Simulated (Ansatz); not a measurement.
## Na₂S: from a migration barrier to a jump rate

The calculation used DFT PBE, scalar-relativistic, plane waves, PAW (Ansatz 0.2.0). Settings: plane waves to 420 eV, k-mesh 4×4×4 (Γ-centred), Gaussian smearing 0.05 eV. No spin polarisation.

In a supercell of 24 sites an atom of Na jumps into a neighbouring Na vacancy, a = 3.28 Å from site to site in the perfect crystal, in a neutral cell. The half-way point, relaxed in its symmetry, lies 0.293 eV above the relaxed vacancy. Take it as the barrier; the order of the saddle wasn't checked, and the cell is small.

**Question.** With an assumed attempt frequency of 10¹³ s⁻¹, how often does the jump happen, and how fast does the vacancy diffuse?

**Answer.** Transition-state theory gives Γ = ν exp(−E/k_BT), and one such jump direction contributes Γa²/6 to the vacancy's diffusion coefficient averaged over directions:

```
T (K) E/k_BT      Γ (1/s)  Γa²/6 (cm²/s)
  300    11.3   1.2 × 10^8    2.2 × 10^-8
  600     5.7  3.5 × 10^10    6.2 × 10^-6
 1000     3.4  3.3 × 10^11    6.0 × 10^-5
 1500     2.3  1.0 × 10^12    1.9 × 10^-4
```

The rate reaches one jump a second at T = E/(k_B ln 10¹³) = 114 K. The number of equivalent jumps multiplies D if they link up through the crystal; a hop between two sites alone gives no long-range diffusion, which then waits on a higher barrier. In either case the atoms' own diffusion carries the vacancy concentration and a correlation factor besides. Rows above the melting point are formal, and so are rows where E/k_BT falls under about 3, since the theory needs rare jumps.

**Question.** How much does an error of 0.1 eV in the barrier matter?

**Answer.** It multiplies the rate by exp(0.1 eV/k_BT): 48 at 300 K and 3.2 at 1000 K, more than the usual doubt about ν at low temperature.

Cost: 2 runs of about 5.2 core-minutes in all, on Intel Xeon 6975P-C (Granite Rapids) (shared hosts).